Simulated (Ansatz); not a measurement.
Crystal: FeGe2.

```
Ge Fe
1.0
    -2.95956    2.95956    2.45140
     2.95956   -2.95956    2.45140
     2.95956    2.95956   -2.45140
Ge Fe
4 2
Direct
  0.84511 0.34511 0.19021
  0.65489 0.84511 0.50000
  0.34511 0.15489 0.50000
  0.15489 0.65489 0.80979
  0.25000 0.25000 0.00000
  0.75000 0.75000 0.00000
```

The cell is a database's computed one.

Base run:

* Program: Ansatz 0.2.0
* Functional: PBE0
* Potentials or basis: Ansatz PAW
* Cutoff: 420 eV (not typed: the program's choice for these potentials)
* k mesh: 6 × 6 × 6
* Occupations: fermi-dirac, width 0.05 eV
* Spin: collinear spin, ferromagnetic start
* Starting moments: [0.0, 0.0, 0.0, 0.0, 3.0, 3.0] μB

Its results: band gap on the k mesh none (metal or under the smearing width); pressure 3.8 GPa; net moment 4.11 μB per cell; site moments Ge -0.11; Fe +2.50 μB; largest force 0.106 eV/Å.

The run is repeated on the same cell with these changes: functional from PBE0 to HSE06. What comes out?

Band gap on the k mesh none (metal or under the smearing width); pressure 4.8 GPa; net moment 4.19 μB per cell; site moments Ge -0.11; Fe +2.52 μB; largest force 0.081 eV/Å.

Caveats: the magnetic or orbital state may not be the lowest; the PAW data sets come from PBE, with cores solved anew for the run's functional, which leaves a small shift of forces and pressure; the thresholds are loose for stress.
